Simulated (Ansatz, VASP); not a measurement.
**Pb, level by level in two programs**

```
Pb
1.0
    -1.99277    1.99277    1.99277
     1.99277   -1.99277    1.99277
     1.99277    1.99277   -1.99277
Pb
1
Direct
  0.00000 0.00000 0.00000
```

Change from the starting cell: volume scaled by 1.02.

Single points on this cell with VASP 6.6.1 and Ansatz 0.2.0. Each row is one pair of runs. Alike in all rows: spin: off; k mesh: 9 × 9 × 9; smearing: fermi-dirac, width 0.05 eV; VASP's potentials, cutoff: VASP PAW PBE potentials, release 64 (Pb_d), 520 eV.

```csv
level,"Ansatz's potentials, cutoff","gap on the k mesh at the Fermi level (eV), VASP","gap on the k mesh at the Fermi level (eV), Ansatz","pressure (GPa), VASP","pressure (GPa), Ansatz"
PBE,"Ansatz PAW, 420 eV",none,none,-0.1,0.0
r2SCAN,"Ansatz PAW, 500 eV",none,none,-1.2,-1.2
PBEsol,"Ansatz PAW, 420 eV",none,none,-2.7,-2.7
```

Pressure (GPa): the two programs differ by at most 0.07.

A gap of «none» marks a metal or a gap that the smearing closes.

Caveats: the PAW data sets were made with another functional, which shifts forces and pressure a little (VASP); the PAW data sets come from PBE, with cores solved anew for the run's functional, which leaves a small shift of forces and pressure (Ansatz).
